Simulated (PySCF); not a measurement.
## Simulated absorption spectrum

Species: triethylamine, C6H15N.
Z-matrix (Å and degrees, PBE0-D3(BJ)/def2-SVP geometry), rows numbered from 1:
```
C 
C   1  1.5277
N   2  1.4496  1  116.63
C   3  1.4492  2  114.14  1    69.26
C   4  1.5205  3  113.25  2   149.77
C   3  1.4477  2  115.31  1   -64.31
C   6  1.5184  3  113.82  2   -60.35
H   1  1.1014  2  111.66  3   -58.99
H   1  1.1012  2  111.92  3    61.74
H   1  1.1009  2  110.49  3  -178.67
H   2  1.1023  1  109.27  3  -123.46
H   2  1.1031  1  109.27  3   121.79
H   4  1.1140  3  112.23  2   -85.83
H   4  1.1023  3  107.53  2    29.97
H   5  1.1009  4  110.62  3  -177.26
H   5  1.1002  4  110.29  3   -56.97
H   5  1.1007  4  112.17  3    63.13
H   6  1.1011  3  107.40  2   179.87
H   6  1.1151  3  112.16  2    64.66
H   7  1.1003  6  110.33  3  -172.21
H   7  1.1006  6  112.47  3    68.19
H   7  1.1008  6  110.31  3   -52.38
```

The calculation used PySCF, TDDFT PBE0/def2-SVPD, vertical, gas phase, core orbitals frozen in the response.

Each state is given a Gaussian of 0.3 eV full width at half maximum, with ε(max) = 2.175×10⁸ f / Δν̃ (Δν̃ the width in cm⁻¹). The width is an assumption, not a result. The curve ends short of the highest state used, and states not computed would add to its high-energy end.

```json
{"λ (nm)": "168.2", "ε (L mol⁻¹ cm⁻¹)": "4192"}
{"λ (nm)": "169.9", "ε (L mol⁻¹ cm⁻¹)": "5327"}
{"λ (nm)": "171.7", "ε (L mol⁻¹ cm⁻¹)": "6027"}
{"λ (nm)": "173.4", "ε (L mol⁻¹ cm⁻¹)": "6170"}
{"λ (nm)": "175.2", "ε (L mol⁻¹ cm⁻¹)": "5834"}
{"λ (nm)": "176.9", "ε (L mol⁻¹ cm⁻¹)": "5007"}
{"λ (nm)": "178.7", "ε (L mol⁻¹ cm⁻¹)": "3685"}
{"λ (nm)": "180.4", "ε (L mol⁻¹ cm⁻¹)": "2341"}
{"λ (nm)": "182.2", "ε (L mol⁻¹ cm⁻¹)": "1195"}
{"λ (nm)": "183.9", "ε (L mol⁻¹ cm⁻¹)": "523"}
{"λ (nm)": "185.7", "ε (L mol⁻¹ cm⁻¹)": "184"}
{"λ (nm)": "187.4", "ε (L mol⁻¹ cm⁻¹)": "84"}
{"λ (nm)": "189.2", "ε (L mol⁻¹ cm⁻¹)": "126"}
{"λ (nm)": "190.9", "ε (L mol⁻¹ cm⁻¹)": "303"}
{"λ (nm)": "192.7", "ε (L mol⁻¹ cm⁻¹)": "672"}
{"λ (nm)": "194.4", "ε (L mol⁻¹ cm⁻¹)": "1195"}
{"λ (nm)": "196.2", "ε (L mol⁻¹ cm⁻¹)": "1848"}
{"λ (nm)": "197.9", "ε (L mol⁻¹ cm⁻¹)": "2424"}
{"λ (nm)": "199.7", "ε (L mol⁻¹ cm⁻¹)": "2857"}
{"λ (nm)": "201.4", "ε (L mol⁻¹ cm⁻¹)": "3034"}
{"λ (nm)": "203.2", "ε (L mol⁻¹ cm⁻¹)": "2969"}
{"λ (nm)": "204.9", "ε (L mol⁻¹ cm⁻¹)": "2694"}
{"λ (nm)": "206.7", "ε (L mol⁻¹ cm⁻¹)": "2227"}
{"λ (nm)": "208.4", "ε (L mol⁻¹ cm⁻¹)": "1700"}
{"λ (nm)": "210.2", "ε (L mol⁻¹ cm⁻¹)": "1167"}
{"λ (nm)": "211.9", "ε (L mol⁻¹ cm⁻¹)": "785"}
{"λ (nm)": "213.7", "ε (L mol⁻¹ cm⁻¹)": "580"}
{"λ (nm)": "215.4", "ε (L mol⁻¹ cm⁻¹)": "591"}
{"λ (nm)": "217.2", "ε (L mol⁻¹ cm⁻¹)": "789"}
{"λ (nm)": "218.9", "ε (L mol⁻¹ cm⁻¹)": "1081"}
{"λ (nm)": "220.6", "ε (L mol⁻¹ cm⁻¹)": "1380"}
{"λ (nm)": "222.4", "ε (L mol⁻¹ cm⁻¹)": "1595"}
{"λ (nm)": "224.1", "ε (L mol⁻¹ cm⁻¹)": "1633"}
{"λ (nm)": "225.9", "ε (L mol⁻¹ cm⁻¹)": "1490"}
{"λ (nm)": "227.6", "ε (L mol⁻¹ cm⁻¹)": "1230"}
{"λ (nm)": "229.4", "ε (L mol⁻¹ cm⁻¹)": "901"}
{"λ (nm)": "231.1", "ε (L mol⁻¹ cm⁻¹)": "610"}
{"λ (nm)": "232.9", "ε (L mol⁻¹ cm⁻¹)": "366"}
{"λ (nm)": "234.6", "ε (L mol⁻¹ cm⁻¹)": "207"}
{"λ (nm)": "236.4", "ε (L mol⁻¹ cm⁻¹)": "104"}
{"λ (nm)": "238.1", "ε (L mol⁻¹ cm⁻¹)": "50"}
{"λ (nm)": "239.9", "ε (L mol⁻¹ cm⁻¹)": "21"}
{"λ (nm)": "241.6", "ε (L mol⁻¹ cm⁻¹)": "9"}
{"λ (nm)": "243.4", "ε (L mol⁻¹ cm⁻¹)": "3"}
```

Task: Where are the band maxima, and which computed states make them?

Result: 224 nm (5.54 eV), ε about 1600, made up of S1 (100%); 202 nm (6.14 eV), ε about 3000, made up of S2 (33%), S3 (43%) and S4 (24%); 173 nm (7.16 eV), ε about 6200, made up of S5 (10%), S6 (49%) and S7 (41%) (ε in L mol⁻¹ cm⁻¹; maxima over ε = 5, shares over 10%). The states used: S1 5.54 eV (f 0.018); S2 6.02 eV (f 0.018); S3 6.17 eV (f 0.015); S4 6.27 eV (f 0.013); S5 6.97 eV (f 0.024); S6 7.10 eV (f 0.038); S7 7.28 eV (f 0.044); S8 7.52 eV (f 0.015); S9 7.88 eV (f 0.0092); S10 7.97 eV (f 0.021).

Task: What would ε be at 7.16 eV, the highest of these maxima, with half the width (0.15 eV)?

Result: About 5550 L mol⁻¹ cm⁻¹ against 6180, a factor of about 0.9; a lone state at its own centre would give exactly 2.

Task: Coming from long wavelengths, where does ε first pass 100 L mol⁻¹ cm⁻¹?

Result: At about 236 nm (5.24 eV), 0.30 eV below S1.

Task: On this curve, what absorbance would a 10⁻⁴ mol/L sample give at 193 nm over a 1 cm path?

Result: 193 nm is 6.424 eV, where ε is about 750 L mol⁻¹ cm⁻¹, so A = ε c l ≈ 0.075 (Beer–Lambert, with the gas-phase spectrum and the assumed width).

From S9 up the states lie above the vertical ionisation energy of 7.73 eV (ΔSCF), that is within the continuum, which a finite basis only mimics.

On x86-64 server, one thread, on a shared host, this took 95 s of wall time.

One conformer stands for the species.
